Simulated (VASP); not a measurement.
# Sc (Fm-3m) in VASP: notebook, part 2 of 2

VASP 6.6.1. Earlier steps stand in the parts before.

### Step 4. Single point, PBEsol

File INCAR:

```
PREC = Accurate
ENCUT = 520
EDIFF = 1E-7
ISMEAR = -1
SIGMA = 0.05
LREAL = False
LASPH = True
NELM = 100
ALGO = Normal
ISIF = 2
LWAVE = False
LCHARG = True
GGA = PS
LELF = True
LVHAR = True
NBANDS = 12
```

File KPOINTS:

```
Automatic mesh
0
Gamma
  12 12 12
```

File POSCAR:

```
Sc
1.0
    0.0000000000      2.2600000000      2.2600000000
    2.2600000000      0.0000000000      2.2600000000
    2.2600000000      2.2600000000      0.0000000000
Sc
1
Direct
    0.0000000000      0.0000000000      0.0000000000
```

Potentials or basis: VASP PAW PBE potentials, release 64 (Sc_sv).

On the command line:

```bash
cat potpaw_PBE.64/Sc_sv/POTCAR > POTCAR
mpirun -np 1 vasp_std > vasp.out
```

OUTCAR:

```text
PREC = Accurate
   ENCUT = 520
   EDIFF = 1E-7
   ISMEAR = -1
   LREAL = False
   LASPH = True
   NELM = 100
   ISIF = 2
   GGA = PS

 ion  position               nearest neighbor table
   1  0.000  0.000  0.000-

  LATTYP: Found a face centered cubic cell.
 ALAT       =     4.5200000000

  Lattice vectors:

 A1 = (   0.0000000000,   2.2600000000,   2.2600000000)
 A2 = (   2.2600000000,   0.0000000000,   2.2600000000)
 A3 = (   2.2600000000,   2.2600000000,   0.0000000000)

Analysis of symmetry for initial positions (statically):
=====================================================================
 Subroutine PRICEL returns:
 Original cell was already a primitive cell.

 Routine SETGRP: Setting up the symmetry group for a
 face centered cubic supercell.

 Subroutine GETGRP returns: Found 48 space group operations
 (whereof 48 operations were pure point group operations)
 out of a pool of 48 trial point group operations.

The static configuration has the point symmetry O_h .

Analysis of symmetry for dynamics (positions and initial velocities):
=====================================================================
 Subroutine PRICEL returns:
 Original cell was already a primitive cell.

 Routine SETGRP: Setting up the symmetry group for a
 face centered cubic supercell.

 Subroutine GETGRP returns: Found 48 space group operations
 (whereof 48 operations were pure point group operations)
 out of a pool of 48 trial point group operations.

The dynamic configuration has the point symmetry O_h .

 Subroutine INISYM returns: Found 48 space group operations
 (whereof 48 operations are pure point group operations),
 and found     1 'primitive' translations

----------------------------------------------------------------------------------------

                                     Primitive cell

  volume of cell :      23.0864

  direct lattice vectors                    reciprocal lattice vectors
     0.000000000  2.260000000  2.260000000    -0.221238938  0.221238938  0.221238938
     2.260000000  0.000000000  2.260000000     0.221238938 -0.221238938  0.221238938
     2.260000000  2.260000000  0.000000000     0.221238938  0.221238938 -0.221238938

  length of vectors
     3.196122651  3.196122651  3.196122651     0.383197081  0.383197081  0.383197081

  position of ions in fractional coordinates (direct lattice)
     0.000000000  0.000000000  0.000000000

  ion indices of the primitive-cell ions
   primitive index   ion index
                 1           1

----------------------------------------------------------------------------------------

 KPOINTS: Automatic mesh

Automatic generation of k-mesh.
 Grid dimensions read from file:
 generate k-points for:   12   12   12

 Generating k-lattice:

  Cartesian coordinates                     Fractional coordinates (reciprocal lattice)
    -0.018436578  0.018436578  0.018436578     0.083333333  0.000000000  0.000000000
     0.018436578 -0.018436578  0.018436578     0.000000000  0.083333333  0.000000000
     0.018436578  0.018436578 -0.018436578     0.000000000  0.000000000  0.083333333

  Length of vectors
     0.031933090  0.031933090  0.031933090

  Shift w.r.t. Gamma in fractional coordinates (k-lattice)
     0.000000000  0.000000000  0.000000000

 Subroutine IBZKPT returns following result:
 ===========================================

 Found     72 irreducible k-points:

 Following reciprocal coordinates:
            Coordinates               Weight
  0.000000  0.000000  0.000000      1.000000
  0.083333  0.000000  0.000000      8.000000
  0.166667  0.000000  0.000000      8.000000
  0.250000  0.000000  0.000000      8.000000
  0.333333  0.000000  0.000000      8.000000
  0.416667  0.000000  0.000000      8.000000
[... 16 lines left out ...]
  0.500000  0.166667  0.000000     24.000000
 -0.416667  0.166667  0.000000     24.000000
 [... further k-points ...]
   k-points           NKPTS =     72   k-points in BZ     NKDIM =     72   number of bands    NBANDS=     12
   number of dos      NEDOS =    301   number of ions     NIONS =      1
   total plane-waves  NPLWV =  13824
   dimension x,y,z NGX =    24 NGY =   24 NGZ =   24
   dimension x,y,z NGXF=    48 NGYF=   48 NGZF=   48
   ions per type =               1
   NGX,Y,Z   is equivalent  to a cutoff of  12.48, 12.48, 12.48 a.u.
   NGXF,Y,Z  is equivalent  to a cutoff of  24.97, 24.97, 24.97 a.u.
 SYSTEM =  unknown system
   PREC   = accura    normal or accurate (medium, high low for compatibility)
   ISTART =      0    job   : 0-new  1-cont  2-samecut
   ICHARG =      2    charge: 1-file 2-atom 10-const
   ISPIN  =      1    spin polarized calculation?
   LNONCOLLINEAR =      F non collinear calculations
   LSORBIT =      F    spin-orbit coupling
   LASPH  =      T    aspherical Exc in radial PAW
   ENCUT  =  520.0 eV  38.22 Ry    6.18 a.u.   5.94  5.94  5.94*2*pi/ulx,y,z
   NELM   =    100;   NELMIN=  2; NELMDL= -5     # of ELM steps
   EDIFF  = 0.1E-06   stopping-criterion for ELM
   LREAL  =      F    real-space projection
   EDIFFG = 0.1E-05   stopping-criterion for IOM
   NSW    =      0    number of steps for IOM
   IBRION =     -1    ionic relax: 0-MD 1-quasi-New 2-CG
   NFREE  =      0    steps in history (QN), initial steepest desc. (CG)
   ISIF   =      2    stress and relaxation
   ISYM   =      2    0-nonsym 1-usesym 2-fastsym
   POTIM  = 0.5000    time-step for ionic-motion
   TEBEG  =    0.0;   TEEND  =   0.0 temperature during run
   PSTRESS=    0.0 pullay stress
   NELECT =      11.0000    total number of electrons
   NUPDOWN=      -1.0000    fix difference up-down
   EMIN   =  10.00;   EMAX   =-10.00  energy-range for DOS
   EFERMI =   0.00;   METHOD = LEGACY
   ISMEAR =    -1;   SIGMA  =   0.05  broadening in eV -4-tet -1-fermi 0-gaus
   EFERMI_NEDOS =   21; number of points for ismear=-14 and -15
   IALGO  =     38    algorithm
   IMIX   =      4    mixing-type and parameters
     AMIX     =   0.40;   BMIX     =  1.00
     AMIX_MAG =   1.60;   BMIX_MAG =  1.00
  volume/ion in A,a.u.               =      23.09       155.79
  Fermi-wavevector in a.u.,A,eV,Ry     =   1.278657  2.416311 22.245021  1.634963
  Thomas-Fermi vector in A             =   2.411187
   LORBIT       =      0    0 simple, 1 ext, 2 COOP (PROOUT), +10 PAW based schemes
   GGA     = PS    functional components
   LHFCALC =     F    Hartree Fock is set to
   AEXX    =    0.0000 exact exchange contribution
   IVDW    =     0    specifies the selected vdW correction
   LEPSILON=     F    determine dielectric tensor
   LRPA    =     F    only Hartree local field effects (RPA)
 non-spin polarized calculation
  energy-cutoff  :      520.00
  volume of cell :       23.09
 maximum number of plane-waves:       636
   NGX = 11   NGY = 11   NGZ = 11

 number of electron      11.0000000 magnetization

 Free energy of the ion-electron system (eV)
  ---------------------------------------------------
  ext. energy  EPLUGINS =         0.00000000
  ---------------------------------------------------
  free energy    TOTEN  =        -6.56462340 eV

  energy without entropy =       -6.54992088  energy(sigma->0) =       -6.55727214

 E-fermi :   4.0279     XC(G=0): -10.2579

 val. band max:        3.9819584214   @ k =  -0.4167   0.1667   0.0000
 cond. band min:       4.0296536607   @ k =  -0.4167   0.1667   0.0833
 fundamental gap:      0.0476952393
 Fermi energy:         4.0279115032

 k-point     1 :       0.0000    0.0000    0.0000
  band No.  band energies     occupation
      1     -45.0243      2.00000
      2     -23.4849      2.00000
      3     -23.4849      2.00000
      4     -23.4849      2.00000
      5      -1.2936      2.00000
      6       5.6905      0.00000
      7       5.6905      0.00000
      8       5.6905      0.00000
      9       7.1995      0.00000
     10       7.1995      0.00000
     11      16.9103      0.00000
     12      20.5400      0.00000

 k-point     2 :       0.0833    0.0000    0.0000
  band No.  band energies     occupation
      1     -45.0189      2.00000
      2     -23.5197      2.00000
      3     -23.4893      2.00000
      4     -23.4893      2.00000
      5      -1.1067      2.00000
      6       5.5491      0.00000
      7       5.7603      0.00000
      8       5.7603      0.00000
      9       7.1500      0.00000
     10       7.1500      0.00000
     11      17.0941      0.00000
     12      19.2192      0.00000
[... 316 lines left out ...]
 k-point    24 :      -0.4167    0.1667    0.0000
  band No.  band energies     occupation
      1     -44.9361      2.00000
      2     -23.9384      2.00000
      3     -23.6405      2.00000
      4     -23.5677      2.00000
      5       2.7079      2.00000
      6       3.9820      1.42970
      7       5.1179      0.00000
      8       6.0062      0.00000
      9       7.9731      0.00000
     10       8.9810      0.00000
     11      11.3089      0.00000
     12      15.8427      0.00000

 [... further k-points ...]
[... 5 lines left out ...]
  --------------------------------------------------------------------------------------
  -------------------------------------------------------------------------------------
  Total        0.1836567      0.1836567      0.1836567      0.0000000      0.0000000     -0.0000000
  in kB       12.7456491     12.7456491     12.7456491      0.0000000      0.0000000     -0.0000000
  external PRESSURE =      12.7456491 kB  Pullay stress =       0.0000000 kB

 VOLUME and BASIS-vectors are now :
 -----------------------------------------------------------------------------
  energy-cutoff  :      520.00
  volume of cell :       23.09
      direct lattice vectors                 reciprocal lattice vectors
     0.000000000  2.260000000  2.260000000    -0.221238938  0.221238938  0.221238938
     2.260000000  0.000000000  2.260000000     0.221238938 -0.221238938  0.221238938
     2.260000000  2.260000000  0.000000000     0.221238938  0.221238938 -0.221238938

 POSITION                                       TOTAL-FORCE (eV/Angst)
 -----------------------------------------------------------------------------------
      0.00000      0.00000      0.00000        -0.000000      0.000000     -0.000000
 -----------------------------------------------------------------------------------
    total drift:                               -0.000000      0.000000      0.000000

  FREE ENERGIE OF THE ION-ELECTRON SYSTEM (eV)
  ---------------------------------------------------
  free  energy   TOTEN  =        -6.5646234047 eV

  energy  without entropy=       -6.5499208785  energy(sigma->0) =       -6.55727214
```

It took 8.2 s on 1 thread of Intel Xeon Platinum 8488C (Sapphire Rapids), shared host; peak memory 0.15 GiB.

What came out:

```
Free energy            : -6.5646 eV
Pressure               : 1.3 GPa
Band gap on the k mesh : none (metal or under the smearing width)
```

Levels at points of the mesh, in eV from the Fermi level:
```tsv
k point	band 2	band 3	band 4	band 5	band 6	band 7	band 8	band 9
(0.00, 0.00, 0.00)	-27.51	-27.51	-27.51	-5.32	1.66	1.66	1.66	3.17
(0.50, 0.00, 0.00)	-28.01	-27.58	-27.58	-1.86	0.37	1.54	1.54	4.16
(0.50, 0.50, 0.00)	-27.98	-27.69	-27.69	-1.67	-0.73	2.15	4.15	4.42
```

Caveat: the PAW data sets were made with another functional, which shifts forces and pressure a little.

### Step 5. Overview

```csv
level,k mesh,smearing,mesh quality,gap on the mesh (eV),pressure (GPa)
PBE+D3(BJ),10 × 10 × 10,gaussian 0.05 eV,not flagged,none,0.8
PBE,4 × 4 × 4,fermi-dirac 0.03 eV,coarse,none,4.3
PBEsol,12 × 12 × 12,fermi-dirac 0.05 eV,not flagged,none,1.3
```

Alike in all rows: task single point; potentials or basis VASP PAW PBE potentials, release 64 (Sc_sv); no spin polarisation; cell as given; cutoff (eV) 520.

Caveats: some runs use coarse meshes; pairwise dispersion overbinds metals, which lowers pressure and volume (some runs); the PAW data sets were made with another functional, which shifts forces and pressure a little (some runs).

Absolute energies hang on the potentials; compare differences alone.
